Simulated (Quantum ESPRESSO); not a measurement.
**Ca in Quantum ESPRESSO: the effect of functional**

Crystal: Ca.

```xyz
1
Lattice="0.0000 2.7942 2.7942 2.7942 0.0000 2.7942 2.7942 2.7942 0.0000" Properties=species:S:1:pos:R:3 pbc="T T T"
Ca    0.0000    0.0000    0.0000
```

Alike in all runs:

* Program: Quantum ESPRESSO 7.5
* Task: phonons
* Cutoff: 612 eV
* Density cutoff: 4898 eV
* k mesh: 7 × 7 × 7
* Occupations: cold, width 0.2 eV
* Spin: no spin polarisation

Each run relaxes the cell or the atoms first.

| functional | potentials or basis | relaxed volume (Å³/atom) | highest phonon frequency (cm⁻¹) |
| --- | --- | --- | --- |
| LDA | GBRV 1.5 LDA | 38.01 | 194 |
| PBE | GBRV 1.5 PBE | 42.12 | 174 |
| PBEsol | GBRV 1.5 PBEsol | 40.55 | 182 |
| WC | GBRV 1.5 PBE | 40.63 | 180 |
| PW91 | GBRV 1.5 PBE | ? | ? |
| RPBE | GBRV 1.5 PBE | 44.26 | 162 |
| vdW-DF-cx | GBRV 1.5 PBE | 40.76 | 183 |

Problem. What does the run with functional PW91 give?

Solution. Relaxed volume 41.81 Å³/atom; highest phonon frequency 177 cm⁻¹.

Caveats: the mesh is thin for the phonons of a metal; the q point doesn't lie on the k mesh, which can shift a metal's frequencies strongly unless the mesh is converged; the potentials were made for another functional, which shifts forces and pressure (some runs).
